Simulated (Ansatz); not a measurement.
Take a crystal in which Pt has been replaced by Hf on all its sites, with the cell rescaled by a rough guess (in some cases also distorted within its space group) and nothing relaxed:

```
Hf
1.0
     0.00000    2.28736    2.28736
     2.28736    0.00000    2.28736
     2.28736    2.28736    0.00000
Hf
1
Direct
  0.00000 0.00000 0.00000
```

The calculation used Ansatz 0.2.0, DFT PBE, scalar-relativistic, plane waves, PAW.

Settings: cutoff 420 eV, Γ-centred mesh 16×16×16 on the computed 1-atom cell, Gaussian smearing of 0.10 eV; no spin polarisation.

Problem. Will this cell want to expand or contract, and how hard?

Solution. The pressure is -5.4 GPa (positive in compression), so the cell would contract.

Problem. Is it a metal on this mesh?

Solution. Yes, a band crosses the Fermi level.

Spin-orbit coupling is left out, which matters for the bands of heavy elements.

This fcc form isn't the element's structure at ambient conditions.